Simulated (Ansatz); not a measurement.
# Ni (Nickel): the cost of one run

Computed with Ansatz 0.2.0 (DFT PBE, with the methods named in each step, unless a step's input says otherwise).

### 1 The starting structure

The structure is tetragonal, space group I4/mmm (No. 139). Conventional cell: a = 2.443 Å, b = 2.443 Å, c = 3.665 Å, α = 90.00°, β = 90.00°, γ = 90.00°. Ni (site symmetry 4/mmm) has 12 Ni at 2.44 to 2.52 Å as nearest neighbours.

Coordinates:

```xyz
1
Lattice="0.0000 1.7277 1.8324 1.7277 0.0000 1.8324 1.7277 1.7277 0.0000" Properties=species:S:1:pos:R:3 pbc="T T T"
Ni    0.0000    0.0000    0.0000
```

### 2 Collinear moments without spin-orbit coupling, PAW

input.yaml

```yaml
crystal:
  lattice:
    - [0.0, 1.7277194128, 1.8324124]
    - [1.7277194128, 0.0, 1.8324124]
    - [1.7277194128, 1.7277194128, 0.0]
  atoms:
    - { symbol: Ni, position: [0.0, 0.0, 0.0], spin: 1.5 }
magnetization:
  spin_polarized: true
kpoints:
  mp_grid: { grid: [12, 12, 12] }
scf:
  occupations: { method: fermi_dirac, width: 0.05 }
  lower_state_search: "off"
hamiltonian:
  xc: pbe
  pseudopotentials: { kind: paw }
output:
  forces: true
  stress: true
  eigenvalues: true
```

Started as:

```sh
ansatz run input.yaml --threads 3 --pin off --max-ram 6144MiB --backend cpu --events-out ev --progress --plain --runs-dir out
```

Q: Estimate wall time and peak memory on 3 threads of Arm Neoverse V1, shared host.

About 3.5 s, with a peak of 0.29 GiB.
